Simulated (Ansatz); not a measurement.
A plane-wave DFT run in Ansatz 0.2.0 (scalar-relativistic PAW potentials unless the input names others): input and command.

```yaml
crystal:
  lattice:
    - [4.0192501416, 0.0, 0.0]
    - [0.0, 4.0192501416, 0.0]
    - [0.0, 0.0, 4.0192501416]
  atoms:
    - { symbol: Ba, position: [0.5, 0.5, 0.5] }
    - { symbol: Ti, position: [0.0, 0.0, 0.0] }
    - { symbol: O, position: [0.5, 0.0211116031, 0.0211116031] }
    - { symbol: O, position: [0.0, 0.5, 0.0] }
    - { symbol: O, position: [0.0, 0.0, 0.5] }
basis:
  ecutwfc: 420
kpoints:
  mp_grid: { grid: [8, 7, 9] }
hamiltonian:
  xc: pbe
scf:
  occupations: { method: gaussian, width: 0.05 }
  max_iter: 100
output:
  forces: true
  eigenvalues: true
  stress: true
```

```bash
ansatz run input.yaml --threads 1 --pin off --max-ram 2560MiB --backend cpu --events-out ev --progress --plain --runs-dir out
```

Abridged log:
```
Warning: crystal.symmetry: narrowed to the stabiliser of the k-point mesh — unitary ops 4 → 2; excluded 2 operations that carry a point of the 8×7×9 mesh (shift [0, 0, 0]) off the mesh (the run samples exactly the mesh kpoints.mp_grid names, as under crystal.symmetry.detect: false, and its converged state has the mesh's symmetry, not the crystal's; ε∞, the Born charges and the force constants of a linear response (`dielectric:` by the response, `phonons.method: dfpt`) are averaged over those of the crystal's operations that the state keeps within a tolerance, where `mesh_tensors`, `unaveraged_ ...
Pseudopotentials: kind: paw
Pseudopotential: Ba, paw, valence charge 10, recommended cutoff 420 eV (normal)
Pseudopotential: Ti, paw, valence charge 12, recommended cutoff 420 eV (normal)
Pseudopotential: O, paw, valence charge 6, recommended cutoff 420 eV (normal)
Functional definition: PBE
Crystal: 5 atoms, lattice volume = 64.928 Å³
Basis set: ecut = 420 eV, 1309 PW (Γ), exchange–correlation on 54×54×54 points (8 copies of the dense FFT grid, shifted against one another)
Bands: 25, of which v1, the nominal top of the filled ones, is band 20 counted from 1 (19 counted from 0)
Symmetry: 2 space group operations
k-points: 160 of 504 (time reversal used)
Initial density: superposition of atomic densities (neutral atoms: chi_scale 0, normalization atom), corrected by the library's trained network
Initial wavefunctions: pseudopotential atomic-orbital guess
Functional: x = pbe(κ = 0.804, μ = 0.21951497), c = pbe(β = 0.06672455)
SCF iter   1: F=—  HF=-10159.527433 eV  |F-HF|=—  |Δ(HF+E_count)|=         —  Δρ=1.60e-3  dr2=9.44e-4  ethr=1.77e-3  ⟨swp⟩=6.0  Hψ=19909  notcnv=0
SCF iter   2: F=—  HF=-10159.527720 eV  |F-HF|=—  |Δ(HF+E_count)|=   2.87e-4  Δρ=7.72e-4  dr2=2.29e-4  ethr=2.36e-6  ⟨swp⟩=2.0  Hψ=8109  notcnv=0
SCF iter   3: F=—  HF=-10159.527858 eV  |F-HF|=—  |Δ(HF+E_count)|=   1.37e-4  Δρ=1.12e-4  dr2=1.38e-5  ethr=5.73e-7  ⟨swp⟩=3.0  Hψ=6588  notcnv=0
SCF iter   4: F=—  HF=-10159.528641 eV  |F-HF|=—  |Δ(HF+E_count)|=   7.83e-4  Δρ=4.25e-5  dr2=6.73e-7  ethr=3.46e-8  ⟨swp⟩=2.0  Hψ=6848  notcnv=0
SCF iter   5: F=-10159.528641 eV  HF=-10159.528641 eV  |F-HF|=1.38e-8  |Δ(HF+E_count)|=   1.61e-7  Δρ=8.09e-6  dr2=3.85e-8  ethr=1.68e-9  ⟨swp⟩=2.1  Hψ=6772  notcnv=0
SCF iter   6: F=-10159.528641 eV  HF=-10159.528641 eV  |F-HF|=7.24e-10  |Δ(HF+E_count)|=   2.34e-9  Δρ=3.59e-6  dr2=4.99e-9  ethr=9.62e-11  ⟨swp⟩=7.2  Hψ=19333  notcnv=0
SCF 1 converged in 6 iterations: F = -10159.528641 eV  dr2 = 4.99e-9
SCF converged after 6 iterations
Free energy (F): -10159.528641 eV
Harris-Foulkes:  -10159.528641 eV  (|F-HF|=7.24e-10)
Internal energy: -10159.528641 eV  (E = F + TS)
E sigma→0 (E₀):  -10159.528641 eV
Fermi energy:    11.011149 eV
--- Forces (eV/Å), atoms counted from 1 ---
  atom   1  Ba     0.00000000     0.05536625     0.05537215
  atom   2  Ti     0.00000000     0.06564504     0.06569262
  atom   3  O      0.00000000    -0.45113589    -0.45113043
  atom   4  O      0.00000000     0.38070774    -0.05061387
  atom   5  O      0.00000000    -0.05058003     0.38068280
--- Stress (GPa, compression-positive) ---
       -0.068771       0.000000       0.000000
        0.000000       0.111754       0.070326
        0.000000       0.070326       0.110140
  P = ⅓ Tr σ = 0.0510 GPa (0.510 kbar)
```

One setting here is unusual or wrong in general: a mesh that breaks the symmetry (kpoints.mp_grid.grid: [8, 8, 8] → [8, 7, 9]). For this cell it did little harm to the result: the run converged in 6 SCF iterations (reference: 6) with an energy at zero smearing 0.02 meV/atom below the reference's, pressure 0.05 GPa, largest force 0.638 eV/Å, gap on the mesh 1.79 eV. The program drops the symmetry operations that the mesh breaks, which leaves more k-points to solve, 160 here. A reference run from the same start on usual settings converged with pressure 0.05 GPa, largest force 0.638 eV/Å, gap on the mesh 1.77 eV.

The run took 29 s on 1 thread of Arm Neoverse V2, on a shared host, peak memory 0.52 GiB.